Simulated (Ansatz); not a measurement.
# ZnO: O vacancy

Computed with the plane-wave PAW code Ansatz (scalar-relativistic, PAW set soft_2): PBE, collinear spin, 420 eV cutoff, k-mesh 2×2×2 shifted by half a step.

The relaxed host crystal (Kohn–Sham gap 0.74 eV over the whole zone):

```xyz
4
Lattice="3.2794 0.0000 0.0000 -1.6397 2.8400 0.0000 0.0000 0.0000 5.2932" Properties=species:S:1:pos:R:3 pbc="T T T"
Zn    1.6397    0.9467    2.6498
Zn    0.0000    1.8934    0.0032
O     1.6397    0.9467    4.6564
O     0.0000    1.8934    2.0099
```

Supercell of 36 atoms, rows of the matrix [[-1,-2,-1],[-1,1,-1],[2,1,-1]] times the cell vectors; O vacancy at (0.667, 0.333, 0.880) in fractions of the cell above. Atoms are relaxed at the host's cell, from a start shaken by 0.03 Å near the defect; charged cells sit in a uniform background.

Distances from the empty O site (Å), by shell of the perfect crystal:

```
shell      perfect crystal            charge +2            charge +1             charge 0
 4 Zn                 2.00  2.42 (2.41 to 2.46)  2.12 (2.12 to 2.14)  1.82 (1.79 to 1.83)
 12 O  3.27 (3.25 to 3.28)  3.27 (3.26 to 3.28)  3.26 (3.24 to 3.27)  3.23 (3.20 to 3.25)
 1 Zn                 3.29                 3.29                 3.28                 3.28
```

```csv
charge,moment of the cell (μB),gap of the cell on the mesh (eV),carriers
+2,0.00,1.73,none in the bands
+1,1.00,0.15,in a band of the host or near its edge
0,0.00,1.91,none in the bands
```

On this mesh the host's own supercell has a gap of 1.98 eV.

At charge +1 a carrier lies in a band of the host or at its edge (levels aligned by the semicore states), so it isn't shown to be bound to the defect (semilocal functionals spread carriers too far and can miss a bound one), and no level is taken from that state.

Formation energy of the neutral defect: 3.73 eV, taking atoms from and to the elements' standard states (no corrections for gases), so it belongs to those chemical potentials alone.

Caveats: at charge +2: net starting moment lost; at charge 0: net starting moment lost; semilocal functionals make gaps too small, which shifts levels too; small supercell, so energies and levels can be off by tenths of an eV; one random start near the defect, so other minima are possible.
